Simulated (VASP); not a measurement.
Wanted: the native input for a VASP 6.6.1 run.

```
Task                   : relaxation of cell and atoms
Functional             : PBE
Potentials or basis    : VASP PAW PBE potentials, release 64 (In)
Cutoff                 : 520 eV
k mesh                 : 18 × 18 × 18
Occupations            : gaussian, width 0.1 eV
Spin                   : no spin polarisation
Further INCAR settings : ALGO = Normal; EDIFF = 1e-07; IBRION = 2; EDIFFG = -0.002; NSW = 80; ISIF = 3
```

The structure of In lies in POSCAR:

```
In
1.0
   -1.6254700000      1.6254700000      2.4737000000
    1.6254700000     -1.6254700000      2.4737000000
    1.6254700000      1.6254700000     -2.4737000000
In
1
Direct
    0.0000000000      0.0000000000      0.0000000000
```

These files were run (other wordings do the same):

INCAR

```
PREC     = Accurate       # precision mode
ENCUT    = 520            # plane-wave cutoff, eV
EDIFF    = 1E-7           # SCF threshold, eV
ISMEAR   = 0              # smearing method
SIGMA    = 0.1            # smearing width, eV
LREAL    = F              # projectors in reciprocal space
LASPH    = T              # aspherical terms in the spheres
NELM     = 60             # most SCF steps
ALGO     = Normal         # electronic algorithm
ISIF     = 3              # what is computed and relaxed
LWAVE    = F              # write WAVECAR
LCHARG   = F              # write CHGCAR
GGA      = PE             # functional
IBRION   = 2              # ionic algorithm
NSW      = 80             # ionic steps
EDIFFG   = -0.002         # ionic threshold
```

KPOINTS

```
regular mesh
0
Gamma
  18 18 18
```

Potentials or basis: VASP PAW PBE potentials, release 64 (In).

Launch:

```console
$ cat potpaw_PBE.64/In/POTCAR > POTCAR
$ mpirun -np 1 vasp_std > vasp.out
```

It gave:

```json
{
  "Relaxed volume": "27.54 Å³/atom",
  "Relaxed cell": "a = 3.390 Å, b = 3.390 Å, c = 3.390 Å, α = 120.00°, β = 120.00°, γ = 90.00°",
  "Space group after relaxing (to 0.05 Å)": "Fm-3m (No. 225)",
  "Energy gained by relaxing": "11.3 meV/atom",
  "Ionic steps": "19",
  "Pressure after relaxing": "0.0 GPa",
  "Band gap on the k mesh": "none (metal or under the smearing width)"
}
```

It took 3.8 min on 1 thread of Intel(R) Xeon(R) Platinum 8488C (Sapphire Rapids), on a shared host, peak memory 0.24 GiB.
